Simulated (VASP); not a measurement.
Wanted: the native input for a VASP 6.6.1 run.

* Task: single point
* Functional: PBEsol
* Potentials or basis: VASP PAW PBE potentials, release 64 (Ca_sv, S)
* Cutoff: 520 eV
* k mesh: 4 × 4 × 4
* Occupations: gaussian, width 0.1 eV
* Spin: no spin polarisation
* Dipole correction: no
* Further INCAR settings: ALGO = Normal; EDIFF = 1e-06; NBANDS = 24

The structure of CaS lies in POSCAR:

```
CaS
1.0
   -3.9832499521      0.0000000000      0.0000000000
    0.0000000000     -3.9832499521      0.0000000000
    0.0000000000      0.0000000000      5.6331661045
Ca S
2 2
Direct
    0.0000000000      0.0000000000      0.0000000000
    0.5000000000      0.5000000000      0.5000000000
    0.5000000000      0.5000000000      0.0000000000
    0.0000000000      0.0000000000      0.5000000000
```

The cell comes from a database or a generator and needn't be the stable form of this composition.

One way to write it, as run:

INCAR

```
SYSTEM = CaS
PREC     = Accurate       ! precision mode
ENCUT    = 520            ! plane-wave cutoff, eV
EDIFF    = 1E-6           ! SCF threshold, eV
ISMEAR   = 0              ! smearing method
SIGMA    = 0.1            ! smearing width, eV
LREAL    = .False.        ! projectors in reciprocal space
LASPH    = .True.         ! aspherical terms in the spheres
NELM     = 100            ! most SCF steps
ALGO     = Normal         ! electronic algorithm
ISIF     = 2              ! what is computed and relaxed
LWAVE    = .False.        ! write WAVECAR
LCHARG   = .False.        ! write CHGCAR
GGA      = PS             ! functional
NBANDS   = 24             ! bands
```

KPOINTS

```
Automatic mesh
0
Gamma
  4 4 4
  0 0 0
```

Potentials or basis: VASP PAW PBE potentials, release 64 (Ca_sv, S).

Run with:

```console
$ cat potpaw_PBE.64/Ca_sv/POTCAR potpaw_PBE.64/S/POTCAR > POTCAR
$ mpirun -np 1 vasp_std > vasp.out
```

It gave:

```
Pressure               : 0.2 GPa
Band gap on the k mesh : 2.15 eV
```

Caveat: the PAW data sets were made with another functional, which shifts forces and pressure a little; the real-space grid breaks the cell's symmetry a little.

Wall time 15 s on 1 thread of Intel(R) Xeon(R) 6975P-C (Granite Rapids), on a shared host, peak memory 0.19 GiB.
